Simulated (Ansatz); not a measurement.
# Co under changes of volume

One of the cells (10.668 Å³/atom); the others are scaled copies at fixed shape and fractional positions:

```
CELL_PARAMETERS angstrom
2.47067 0.00000 0.00000
-1.23534 2.13966 0.00000
0.00000 0.00000 4.03602
ATOMIC_POSITIONS crystal
Co 0.33333 0.66667 0.74014
Co 0.66667 0.33333 0.25986
```

| Property | Result |
| --- | --- |
| Program | Ansatz 0.2.0 |
| Functional | PBE0 |
| Potentials or basis | Ansatz PAW |
| Cutoff | 420 eV (not typed: the program's choice for these potentials) |
| k mesh | 6 × 6 × 4 |
| Occupations | fermi-dirac, width 0.05 eV |
| Spin | collinear spin, ferromagnetic start |
| Starting moments | [2.0, 2.0] μB |

| volume (Å³/atom) | energy over the lowest point (meV/atom) | pressure (GPa) | largest force (eV/Å) |
| --- | --- | --- | --- |
| 10.233 | ? | ? | ? |
| 10.450 | 74.47 | 12.7 | 0.287 |
| 10.668 | 58.49 | 9.4 | 0.375 |
| 10.886 | 48.51 | 5.4 | 0.347 |
| 11.539 | 0.00 | 0.7 | 0.413 |

Problem. What does the run at 10.233 Å³/atom give?

Solution. Energy over the lowest point 95.34 meV/atom; pressure 18.0 GPa; largest force 0.311 eV/Å.

Worked out: A Birch-Murnaghan fit of order 2 (a polynomial in V^(-2/3)) to the other rows has no minimum within the range. It gives 85.12 meV/atom at 10.233 Å³/atom, against the run's 95.34, and -dE/dV = 8.0 GPa, against 18.0.

Energies are extrapolated to zero smearing.

Caveats: all runs use coarse meshes; the magnetic or orbital state may not be the lowest; the PAW data sets come from PBE, with cores solved anew for the run's functional, which leaves a small shift of forces and pressure; the thresholds are loose for stress.
